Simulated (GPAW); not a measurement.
Runs of GPAW 26.7.0 on C. The structure is hexagonal, space group P6_3/mmc (No. 194). The conventional cell has a = 2.522 Å, b = 2.522 Å, c = 8.237 Å, α = 90.00°, β = 90.00°, γ = 120.00°. C (site symmetry 3m) is surrounded by 4 C at 1.54 Å. C (site symmetry 3m) has 4 C at 1.54 Å as nearest neighbours. This is a hexagonal form of diamond, not graphite.

```csv
task,level,potentials or basis,cell,k mesh,cutoff (eV),optimizer,fmax,max steps,band path,band points,grid spacing,gap on the mesh (eV),pressure (GPa),relaxed volume (Å³/atom),largest force (eV/Å)
relaxation of cell and atoms,rSCAN+D3(BJ),"GPAW PAW data sets (gpaw-data 1.2.1), pw",relaxed,7 × 7 × 2,800,LBFGS,0.02 eV/Å,60,-,-,-,(a),0.2,(b),0.01
band structure,LDA,"JTH PAW 2.0, LDA, pw",as given,7 × 7 × 2,800,-,-,-,"GMKGALHA,LM,KH",60,-,4.38,-13.7,-,0.33
relaxation of cell and atoms,TASK,"GPAW PAW data sets (gpaw-data 1.2.1), pw",relaxed,7 × 7 × 2,800,BFGS,0.05 eV/Å,100,-,-,-,4.75,-0.1,5.86,0.01
phonons,PBE+D3(BJ)+ATM,"GPAW PAW data sets (gpaw-data 1.2.1), fd",atoms relaxed,10 × 10 × 3,-,-,-,-,-,-,0.16 Å,4.47,-,-,-
```

Alike in all rows: no spin polarisation; smearing fermi-dirac 0.05 eV.

Fill in the values left out.

(a) 4.86; (b) 5.57.

Caveats: an odd mesh through Γ misses points on the zone boundary, where band edges often lie (some runs); later steps reuse the first step's grids (some runs); the PAW data sets were made with another functional, which shifts forces and pressure a little (some runs); the program truncates these outside data sets (some runs); the real-space grid adds noise to forces (some runs).
